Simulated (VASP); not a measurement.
# KCl (Sylvite) (Fm-3m) in VASP: further runs, part 2 of 2

VASP 6.6.1.

### Step 5. Relaxation of the atoms, PBE (a relaxed cell with its volume scaled by 0.96)

Contents of INCAR:

```
PREC = Accurate
ENCUT = 300
EDIFF = 1E-7
ISMEAR = 0
SIGMA = 0.03
LREAL = False
LASPH = True
NELM = 80
ALGO = Fast
ISIF = 2
LWAVE = False
LCHARG = False
GGA = PE
IBRION = 2
NSW = 40
EDIFFG = -0.01
```

Contents of KPOINTS:

```
regular mesh
0
Gamma
  4 4 4
```

Contents of POSCAR:

```
KCl                                     
1.0
   -0.0000000000      3.1542817911      3.1542817911
    3.1542817911      0.0000000000      3.1542817911
    3.1542817911      3.1542817911     -0.0000000000
  K               Cl            
     1     1
Direct
     1.0000000000000000    1.0000000000000000    0.0000000000000000
     0.5000000000000000    0.5000000000000000    0.5000000000000000
```

Potentials or basis: VASP PAW PBE potentials, release 64 (K_pv, Cl).

The run is started by

```console
> cat potpaw_PBE.64/K_pv/POTCAR potpaw_PBE.64/Cl/POTCAR > POTCAR
> mpirun -np 1 vasp_std > vasp.out
```

OUTCAR:

```text
PREC = Accurate
   ENCUT = 300
   EDIFF = 1E-7
   ISMEAR = 0
   LREAL = False
   LASPH = True
   NELM = 80
   ISIF = 2
   GGA = PE
   IBRION = 2
   NSW = 40
   EDIFFG = -0.01

 ion  position               nearest neighbor table
   1  0.000  0.000  0.000-   2 3.15   2 3.15   2 3.15   2 3.15   2 3.15   2 3.15
   2  0.500  0.500  0.500-   1 3.15   1 3.15   1 3.15   1 3.15   1 3.15   1 3.15

  LATTYP: Found a face centered cubic cell.
 ALAT       =     6.3085635822

  Lattice vectors:

 A1 = (   0.0000000000,   3.1542817911,   3.1542817911)
 A2 = (   3.1542817911,   0.0000000000,   3.1542817911)
 A3 = (   3.1542817911,   3.1542817911,   0.0000000000)

Analysis of symmetry for initial positions (statically):
=====================================================================
 Subroutine PRICEL returns:
 Original cell was already a primitive cell.

 Routine SETGRP: Setting up the symmetry group for a
 face centered cubic supercell.

 Subroutine GETGRP returns: Found 48 space group operations
 (whereof 48 operations were pure point group operations)
 out of a pool of 48 trial point group operations.

The static configuration has the point symmetry O_h .

Analysis of symmetry for dynamics (positions and initial velocities):
=====================================================================
 Subroutine PRICEL returns:
 Original cell was already a primitive cell.

 Routine SETGRP: Setting up the symmetry group for a
 face centered cubic supercell.

 Subroutine GETGRP returns: Found 48 space group operations
 (whereof 48 operations were pure point group operations)
 out of a pool of 48 trial point group operations.

The dynamic configuration has the point symmetry O_h .

 Subroutine INISYM returns: Found 48 space group operations
 (whereof 48 operations are pure point group operations),
 and found     1 'primitive' translations

----------------------------------------------------------------------------------------

                                     Primitive cell

  volume of cell :      62.7670

  direct lattice vectors                    reciprocal lattice vectors
     0.000000000  3.154281791  3.154281791    -0.158514690  0.158514690  0.158514690
     3.154281791  0.000000000  3.154281791     0.158514690 -0.158514690  0.158514690
     3.154281791  3.154281791  0.000000000     0.158514690  0.158514690 -0.158514690

  length of vectors
     4.460828089  4.460828089  4.460828089     0.274555497  0.274555497  0.274555497

  position of ions in fractional coordinates (direct lattice)
     0.000000000  0.000000000  0.000000000
     0.500000000  0.500000000  0.500000000

  ion indices of the primitive-cell ions
   primitive index   ion index
                 1           1
                 2           2

----------------------------------------------------------------------------------------

 KPOINTS: regular mesh

Automatic generation of k-mesh.
 Grid dimensions read from file:
 generate k-points for:    4    4    4

 Generating k-lattice:

  Cartesian coordinates                     Fractional coordinates (reciprocal lattice)
[... 25 lines left out ...]
   k-points           NKPTS =      8   k-points in BZ     NKDIM =      8   number of bands    NBANDS=     11
   number of dos      NEDOS =    301   number of ions     NIONS =      2
   total plane-waves  NPLWV =  21952
   dimension x,y,z NGX =    28 NGY =   28 NGZ =   28
   dimension x,y,z NGXF=    56 NGYF=   56 NGZF=   56
   ions per type =               1   1
   NGX,Y,Z   is equivalent  to a cutoff of  10.44, 10.44, 10.44 a.u.
   NGXF,Y,Z  is equivalent  to a cutoff of  20.87, 20.87, 20.87 a.u.
 SYSTEM =  unknown system
   PREC   = accura    normal or accurate (medium, high low for compatibility)
   ISTART =      0    job   : 0-new  1-cont  2-samecut
   ICHARG =      2    charge: 1-file 2-atom 10-const
   ISPIN  =      1    spin polarized calculation?
   LNONCOLLINEAR =      F non collinear calculations
   LSORBIT =      F    spin-orbit coupling
   LASPH  =      T    aspherical Exc in radial PAW
   ENCUT  =  300.0 eV  22.05 Ry    4.70 a.u.   6.30  6.30  6.30*2*pi/ulx,y,z
   NELM   =     80;   NELMIN=  2; NELMDL= -5     # of ELM steps
   EDIFF  = 0.1E-06   stopping-criterion for ELM
   LREAL  =      F    real-space projection
   EDIFFG = -.1E-01   stopping-criterion for IOM
   NSW    =     40    number of steps for IOM
   IBRION =      2    ionic relax: 0-MD 1-quasi-New 2-CG
   NFREE  =      1    steps in history (QN), initial steepest desc. (CG)
   ISIF   =      2    stress and relaxation
   ISYM   =      2    0-nonsym 1-usesym 2-fastsym
   POTIM  = 0.5000    time-step for ionic-motion
   TEBEG  =    0.0;   TEEND  =   0.0 temperature during run
   PSTRESS=    0.0 pullay stress
   NELECT =      14.0000    total number of electrons
   NUPDOWN=      -1.0000    fix difference up-down
   EMIN   =  10.00;   EMAX   =-10.00  energy-range for DOS
   EFERMI =   0.00;   METHOD = LEGACY
   ISMEAR =     0;   SIGMA  =   0.03  broadening in eV -4-tet -1-fermi 0-gaus
   EFERMI_NEDOS =   21; number of points for ismear=-14 and -15
   IALGO  =     68    algorithm
   IMIX   =      4    mixing-type and parameters
     AMIX     =   0.40;   BMIX     =  1.00
     AMIX_MAG =   1.60;   BMIX_MAG =  1.00
  volume/ion in A,a.u.               =      31.38       211.79
  Fermi-wavevector in a.u.,A,eV,Ry     =   0.992827  1.876171 13.411344  0.985706
  Thomas-Fermi vector in A             =   2.124666
   LORBIT       =      0    0 simple, 1 ext, 2 COOP (PROOUT), +10 PAW based schemes
   GGA     = PE    functional components
   LHFCALC =     F    Hartree Fock is set to
   AEXX    =    0.0000 exact exchange contribution
   IVDW    =     0    specifies the selected vdW correction
   LEPSILON=     F    determine dielectric tensor
   LRPA    =     F    only Hartree local field effects (RPA)
 conjugate gradient relaxation of ions
 non-spin polarized calculation
 RMM-DIIS sequential band-by-band and
 Gauss-broadening in eV      SIGMA  =   0.03
  energy-cutoff  :      300.00
  volume of cell :       62.77
 maximum number of plane-waves:       754
 NGX is ok and might be reduce to    28
   NGX = 13   NGY = 13   NGZ = 13

 number of electron      13.9999999 magnetization

 Free energy of the ion-electron system (eV)
  ---------------------------------------------------
  ext. energy  EPLUGINS =         0.00000000
  ---------------------------------------------------
  free energy    TOTEN  =        -6.75599627 eV

  energy without entropy =       -6.75599627  energy(sigma->0) =       -6.75599627

 E-fermi :  -2.9496     XC(G=0):  -7.4760

 val. band max:       -3.1253045326   @ k =   0.0000   0.0000   0.0000
 cond. band min:       2.0257134353   @ k =   0.0000   0.0000   0.0000
 fundamental gap:      5.1510179679
 Fermi energy:        -2.9496442365

 k-point     1 :       0.0000    0.0000    0.0000
  band No.  band energies     occupation
      1     -15.2530      2.00000
      2     -13.7869      2.00000
      3     -13.7869      2.00000
      4     -13.7869      2.00000
      5      -3.1253      2.00000
      6      -3.1253      2.00000
      7      -3.1253      2.00000
      8       2.0257      0.00000
      9       5.2581      0.00000
     10       5.2581      0.00000
     11       5.2582      0.00000
[... 85 lines left out ...]
 k-point     8 :      -0.2500    0.5000    0.2500
  band No.  band energies     occupation
      1     -15.2361      2.00000
      2     -13.8831      2.00000
      3     -13.8831      2.00000
      4     -13.7005      2.00000
      5      -3.6062      2.00000
      6      -3.5984      2.00000
      7      -3.5984      2.00000
      8       4.9085      0.00000
      9       4.9085      0.00000
     10       6.3114      0.00000
     11       6.7571      0.00000

------------------------ aborting loop because EDIFF is reached ----------------------------------------

  FORCE on cell =-STRESS in cart. coord.  units (eV):
  Direction    XX          YY          ZZ          XY          YZ          ZX
  --------------------------------------------------------------------------------------
  -------------------------------------------------------------------------------------
  Total        0.3168653      0.3168653      0.3168653      0.0000000     -0.0000000      0.0000000
  in kB        8.0882354      8.0882354      8.0882354      0.0000000     -0.0000000      0.0000000
  external PRESSURE =       8.0882354 kB  Pullay stress =       0.0000000 kB

 VOLUME and BASIS-vectors are now :
 -----------------------------------------------------------------------------
  energy-cutoff  :      300.00
  volume of cell :       62.77
      direct lattice vectors                 reciprocal lattice vectors
     0.000000000  3.154281791  3.154281791    -0.158514690  0.158514690  0.158514690
     3.154281791  0.000000000  3.154281791     0.158514690 -0.158514690  0.158514690
     3.154281791  3.154281791  0.000000000     0.158514690  0.158514690 -0.158514690

 POSITION                                       TOTAL-FORCE (eV/Angst)
 -----------------------------------------------------------------------------------
      0.00000      0.00000      0.00000         0.000000      0.000000      0.000000
      3.15428      3.15428      3.15428        -0.000000     -0.000000     -0.000000
 -----------------------------------------------------------------------------------
    total drift:                                0.000000      0.000000      0.000000

  FREE ENERGIE OF THE ION-ELECTRON SYSTEM (eV)
  ---------------------------------------------------
  free  energy   TOTEN  =        -6.7559962744 eV

  energy  without entropy=       -6.7559962744  energy(sigma->0) =       -6.75599627

 reached required accuracy - stopping structural energy minimisation
```

OSZICAR:

```text
N       E                     dE             d eps       ncg     rms          rms(c)
DAV:   1     0.570718242821E+02    0.57072E+02   -0.47857E+03   192   0.718E+02
DAV:   2    -0.336530984413E+01   -0.60437E+02   -0.57686E+02   228   0.166E+02
DAV:   3    -0.701029290633E+01   -0.36450E+01   -0.36367E+01   215   0.403E+01
DAV:   4    -0.704490190928E+01   -0.34609E-01   -0.34601E-01   218   0.469E+00
DAV:   5    -0.704534972809E+01   -0.44782E-03   -0.44781E-03   228   0.556E-01    0.301E+00
RMM:   6    -0.675270022733E+01    0.29265E+00   -0.51638E-01   176   0.342E+00    0.224E+00
RMM:   7    -0.674524649444E+01    0.74537E-02   -0.26085E-01   176   0.236E+00    0.155E+00
RMM:   8    -0.676056263256E+01   -0.15316E-01   -0.36785E-02   176   0.135E+00    0.607E-01
RMM:   9    -0.675611724006E+01    0.44454E-02   -0.38606E-03   176   0.427E-01    0.335E-01
RMM:  10    -0.675614364361E+01   -0.26404E-04   -0.10100E-02   176   0.514E-01    0.121E-01
RMM:  11    -0.675606688847E+01    0.76755E-04   -0.34595E-04   178   0.149E-01    0.893E-02
RMM:  12    -0.675602231435E+01    0.44574E-04   -0.68314E-05   177   0.628E-02    0.497E-02
RMM:  13    -0.675599825464E+01    0.24060E-04   -0.14900E-04   176   0.688E-02    0.878E-03
RMM:  14    -0.675599664668E+01    0.16080E-05   -0.63984E-06   182   0.213E-02    0.382E-03
RMM:  15    -0.675599634799E+01    0.29870E-06   -0.77820E-07   158   0.720E-03    0.316E-03
RMM:  16    -0.675599627439E+01    0.73592E-07   -0.88148E-08   120   0.246E-03
   1 F= -.67559963E+01 E0= -.67559963E+01  d E =-.675600E+01
```

CONTCAR:

```text
KCl
   1.00000000000000
     0.0000000000000000    3.1542817910999998    3.1542817910999998
     3.1542817910999998    0.0000000000000000    3.1542817910999998
     3.1542817910999998    3.1542817910999998    0.0000000000000000
  K               Cl
     1     1
Direct
     0.0000000000000000    0.0000000000000000    0.0000000000000000
     0.5000000000000000    0.5000000000000000    0.5000000000000000

  0.00000000E+00  0.00000000E+00  0.00000000E+00
  0.00000000E+00  0.00000000E+00  0.00000000E+00
```

Run time: 6.2 s. Hardware: 1 thread of AMD EPYC 7R43 (Zen 3), shared host; peak memory 0.11 GiB.

Results:

- Free energy: -6.7560 eV
- Pressure after relaxing: 0.8 GPa
- Band gap on the k mesh: 5.15 eV, direct

Final structure:
```
K Cl
1.0
     0.00000    3.15428    3.15428
     3.15428    0.00000    3.15428
     3.15428    3.15428    0.00000
K Cl
1 1
Direct
  0.00000 0.00000 0.00000
  0.50000 0.50000 0.50000
```

Caveat: the k mesh is coarse (spacing up to 0.43 Å⁻¹), so the values aren't converged; the cutoff is under 1.25 times the usual one of these potentials, so pressure, stress and relaxed cells hold a basis-set (Pulay) error; the relaxation stopped at its first step, so nothing moved.

### Step 6. The runs side by side

| task | cell | gap on the mesh (eV) | pressure (GPa) |
| --- | --- | --- | --- |
| relaxation of cell and atoms | relaxed | 5.01 | 0.0 |
| relaxation of the atoms | atoms relaxed from: a relaxed cell with its volume scaled by 0.94 | 5.22 | 1.3 |
| relaxation of the atoms | atoms relaxed from: a relaxed cell with its volume scaled by 0.96 | 5.15 | 0.8 |

Alike in all rows: level PBE; potentials or basis VASP PAW PBE potentials, release 64 (K_pv, Cl); no spin polarisation; k mesh 4 × 4 × 4; cutoff (eV) 300; smearing gaussian 0.03 eV; the mesh is coarse, so values aren't converged.

Caveats: all runs use coarse meshes; the cutoff is under 1.25 times the usual one of these potentials, so pressure, stress and relaxed cells hold a basis-set (Pulay) error; the relaxation stopped at its first step, so nothing moved (some runs).

Total energies depend on the potentials used, so only differences within one code and one set of settings carry meaning.
